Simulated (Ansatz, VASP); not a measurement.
## One calculation of F, two programs

```
F
1.0
     2.81815   -1.79120    0.29741
     2.81815    1.79120    0.29741
    -0.83599    0.00000    6.74692
F
4
Direct
  0.91386 0.58555 0.09393
  0.41445 0.08614 0.40607
  0.08614 0.41445 0.90607
  0.58555 0.91386 0.59393
```

Alike in both runs: functional PBE; dispersion D3(BJ); k mesh 8 × 8 × 4; occupations gaussian, width 0.02 eV; no spin polarisation.

Ansatz relaxed the structure, and its values are those at the end. VASP's run is a single point on that final structure, the one shown.

|  | VASP | Ansatz |
| --- | --- | --- |
| version | VASP 6.6.1 | Ansatz 0.2.0 |
| potentials or method | VASP PAW PBE potentials, release 64 (F) | scalar-relativistic, plane waves, PAW |
| plane-wave cutoff (eV) | 520 | 520 |
| valence electrons in the cell | 28 | 28 |

```csv
,VASP,Ansatz,Ansatz less VASP
gap on the k mesh at the Fermi level (eV),2.95,3.03,+0.072
least direct gap on the mesh (eV),2.95,3.03,+0.072
pressure (GPa),0.3,0.0,-0.31
rms of the force components (eV/Å),0.214,0.001,-0.2124
```

One of these differences is far larger than is usual between the two programs; its cause wasn't traced.

A k mesh can miss the band edges. PBE gaps usually lie below the measured ones, often by a third to a half.
